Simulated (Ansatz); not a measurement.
Crystal: SnTe.

```
CELL_PARAMETERS angstrom
0.00000 3.15085 3.15085
3.15085 0.00000 3.15085
3.15085 3.15085 0.00000
ATOMIC_POSITIONS crystal
Te 0.50000 0.50000 0.50000
Sn 0.00000 0.00000 0.00000
```

Below is the output of Ansatz 0.2.0 for this cell. Logs are shortened: lines on timing, memory, paths and dates and some standing lists are left out, and cuts for length are marked.

```text
Warning: RAYON_NUM_THREADS=1 ignored (pool sized by the plan → 1); use --threads N
LAPW: plane waves up to 6.974 Å⁻¹, error target 1.0e-3 eV per atom; small_component_spin mean_spin; Sn in spheres of 1.592 Å, 22 of its electrons in bands, Dirac shells []; Te in spheres of 1.559 Å, 24 of its electrons in bands, Dirac shells [] (how accurate: hamiltonian.pseudopotentials.lapw.basis_error, Limitations)
Engine: ansatz 0.2.0, aarch64-unknown-linux-gnu
Pseudopotentials: kind: all_electron
Pseudopotential: Te, LAPW, valence charge 24, lapw/all_electron/scalar/gaussian/Te, Koelling and Harmon's equation, gaussian nucleus
Pseudopotential: Sn, LAPW, valence charge 22, lapw/all_electron/scalar/gaussian/Sn, Koelling and Harmon's equation, gaussian nucleus
Functional definition: PBEsol
  exchange = pbesol_x
  correlation = pbesol_c
Crystal: 2 atoms, lattice volume = 62.562 Å³
Basis set: ecut = 185.28996626922213 eV, 339 PW (Γ), exchange–correlation at level 2
Bands: 28, of which v1, the nominal top of the filled ones, is band 23 counted from 1 (22 counted from 0)
Symmetry: 48 space group operations
Space group: Fm-3m (ITA 225), of the structure as read, at distance tolerance 4.0e-5 Å
k-points: 10 of 125
Non-local potential: Te, projectors of the file, none
Non-local potential: Sn, projectors of the file, none
Initial density: superposition of atomic densities (chi_scale 0.1, normalization cell, long waves kept (reshape's long-wave potential 0.00 eV rms))
Initial wavefunctions: plane waves of lowest kinetic energy (no species holds an atomic orbital)
Functional: x = pbesol(κ = 0.804, μ = 0.12345679012345678), c = pbesol(β = 0.046)
iter 1 solved again at ethr=3.70e-4 eV; its pass at ethr=1.00e-1 eV (dr2=1.70e-1 eV) is discarded
SCF iter   1: F=—  HF=-352821.588647 eV  |F-HF|=—  |Δ(HF+E_count)|=         —  Δρ=1.15e-2  dr2=1.70e-1  ethr=3.70e-4  ⟨swp⟩=2.8  Hψ=1801  notcnv=0
preconditioner: auto → none  [insulator: Δε(μ)=0.939 eV  Ē_g=17.432 eV  σ=0.050 eV  W_gap=1.00  n_scr=14 (ndim 8)  ℏωp=21.0 eV  f_vac=0.029  D(μ)=0.00/eV (n_scr^D=0)  ε∞_Penn≈2.5]
iter 2 solved again at ethr=1.32e-5 eV; its pass at ethr=3.70e-4 eV (dr2=6.08e-3 eV) is discarded
SCF iter   2: F=—  HF=-352821.541311 eV  |F-HF|=—  |Δ(HF+E_count)|=   4.73e-2  Δρ=3.65e-3  dr2=6.09e-3  ethr=1.32e-5  ⟨swp⟩=2.0  Hψ=1454  notcnv=0
SCF iter   3: F=—  HF=-352821.537286 eV  |F-HF|=—  |Δ(HF+E_count)|=   4.02e-3  Δρ=2.17e-3  dr2=3.37e-3  ethr=1.32e-5  ⟨swp⟩=2.0  Hψ=834  notcnv=0
SCF iter   4: F=—  HF=-352821.537404 eV  |F-HF|=—  |Δ(HF+E_count)|=   1.17e-4  Δρ=9.17e-4  dr2=5.90e-4  ethr=7.33e-6  ⟨swp⟩=2.0  Hψ=832  notcnv=0
SCF iter   5: F=—  HF=-352821.537336 eV  |F-HF|=—  |Δ(HF+E_count)|=   6.78e-5  Δρ=2.02e-4  dr2=2.82e-5  ethr=1.28e-6  ⟨swp⟩=2.0  Hψ=832  notcnv=0
SCF iter   6: F=—  HF=-352821.537336 eV  |F-HF|=—  |Δ(HF+E_count)|=   4.15e-7  Δρ=2.32e-5  dr2=3.38e-7  ethr=6.14e-8  ⟨swp⟩=2.0  Hψ=832  notcnv=0
SCF iter   7: F=-352821.537336 eV  HF=-352821.537336 eV  |F-HF|=5.30e-9  |Δ(HF+E_count)|=   3.71e-8  Δρ=2.77e-6  dr2=5.02e-9  ethr=7.36e-10  ⟨swp⟩=2.2  Hψ=838  notcnv=0
SCF 1 converged in 7 iterations: F = -352821.537336 eV  dr2 = 5.02e-9
NSCF: frozen V_eff on 85 k-points
SCF converged after 7 iterations
Free energy (F): -352821.537336 eV
Harris-Foulkes:  -352821.537336 eV  (|F-HF|=5.30e-9)
Internal energy: -352821.537289 eV  (E = F + TS)
E sigma→0 (E₀):  -352821.537313 eV
Entropy (-TS):   -0.000047 eV (-0.023 meV/atom)
Fermi energy:    11.973217 eV
--- Per-component energies (eV) ---
  E_band       = -1844.394795
  E_kinetic    = 371848.730858
  E_xc         = -9133.586185
  E_electrostatic = -715536.681962  (all electrons and nuclei)
  E_smearing   = -0.000047  (= −TS)
  E_closure    = 0.000000  (closes the sum)
  E_atoms      = -352813.230818  (free atoms, spherical and without spin; not in F)
  Σ components = -352821.537336   (vs F -352821.537336, Δ=0.00e0)
  Basis errors (estimates in eV, not in F): energy 3.3e-4 per atom: plane waves 3.3e-4 (1.8e-4 summed), levels above the bands 1.3e-42, relativity 8.1e-9, radial functions 9.4e-6, core shells 6.1e-10; eigenvalues (radial functions only) 2.0e-6; not estimated: angular momenta, meshes, grids; target (lapw.basis_error) 1.0e-3; muffin-tin radii Sn 1.592 Å, Te 1.559 Å
--- Forces (eV/Å), atoms counted from 1 ---
  atom   1  Te    -0.00000000    -0.00000000     0.00000000
  atom   2  Sn     0.00000000    -0.00000000    -0.00000000
  max |Σ_I F_I| component: 1.77e-31 eV/Å
--- Stress (GPa, compression-positive) ---
       -0.379040       0.000000       0.000000
        0.000000      -0.379040       0.000000
        0.000000       0.000000      -0.379040
  P = ⅓ Tr σ = -0.3790 GPa (-3.790 kbar)
--- Band table (eV; the first three rows and the last of 10) ---
  k-point 0: bands = ["-147.5726", "-117.7765", "-97.6758", "-97.6758", "-97.6758", "-73.6104", "-73.6104", "-73.6104", "-25.1207", "-25.1207", "-25.1156", "-25.1156", "-25.1156", "-9.9261", "-9.9261", "-9.9189", "-9.9189", "-9.9189", "-0.9363", "7.1698", "9.7564", "9.7564", "9.7564", "15.2231", "15.2231", "15.2231", "16.6307", "16.6307"]
  k-point 1: bands = ["-147.5726", "-117.7765", "-97.6758", "-97.6758", "-97.6758", "-73.6104", "-73.6104", "-73.6104", "-25.1206", "-25.1206", "-25.1155", "-25.1154", "-25.1154", "-9.9280", "-9.9280", "-9.9184", "-9.9167", "-9.9167", "-0.6071", "5.7173", "9.8198", "9.8198", "10.6727", "13.8803", "13.8803", "13.9144", "16.6876", "17.4302"]
  k-point 2: bands = ["-147.5726", "-117.7765", "-97.6758", "-97.6758", "-97.6758", "-73.6105", "-73.6104", "-73.6104", "-25.1205", "-25.1205", "-25.1153", "-25.1150", "-25.1150", "-9.9315", "-9.9315", "-9.9176", "-9.9128", "-9.9128", "0.1532", "3.8758", "10.0314", "10.0314", "11.5035", "12.4317", "12.4680", "12.4680", "18.4929", "19.5807"]
  k-point 9: bands = ["-147.5726", "-117.7765", "-97.6758", "-97.6758", "-97.6758", "-73.6105", "-73.6105", "-73.6104", "-25.1208", "-25.1203", "-25.1153", "-25.1149", "-25.1144", "-9.9383", "-9.9268", "-9.9177", "-9.9132", "-9.9092", "0.5975", "4.3834", "7.4583", "7.5394", "10.6585", "13.0221", "15.8105", "16.2895", "17.2935", "18.6904"]
```

Question: What input gives this log?

Answer: Band structure with PBEsol, no spin polarisation. The files as run (others can give the same):

input.yaml
```yaml
crystal:
  lattice:
    - [0.0, 3.15085, 3.15085]
    - [3.15085, 0.0, 3.15085]
    - [3.15085, 3.15085, 0.0]
  atoms:
    - { symbol: Te, position: [0.5, 0.5, 0.5] }
    - { symbol: Sn, position: [0.0, 0.0, 0.0] }
kpoints:
  mp_grid: { grid: [5, 5, 5] }
  band_path:
    path:
      - [0.0, 0.0, 0.0]
      - [0.5, 0.0, 0.5]
      - [0.5, 0.25, 0.75]
      - [0.375, 0.375, 0.75]
      - [0.0, 0.0, 0.0]
      - [0.5, 0.5, 0.5]
      - [0.625, 0.25, 0.625]
      - [0.5, 0.25, 0.75]
    npoints: 12
scf:
  occupations: { method: fermi_dirac, width: 0.05 }
hamiltonian:
  xc: pbesol
  pseudopotentials: { kind: all_electron, lapw: { basis_error: 0.001 } }
output:
  forces: true
  stress: true
  eigenvalues: true
```

Potentials or basis: all-electron LAPW, scalar-relativistic.
The run is started by
```sh
$ ansatz run input.yaml --threads 1 --pin off --max-ram 3072MiB --backend cpu --events-out ev --progress --plain --runs-dir out
```

Caveat: this odd mesh misses L, where the gap lies, so gap, dielectric constants and Born charges aren't listed; spin-orbit coupling is left out, which moves the levels of the heavy elements.
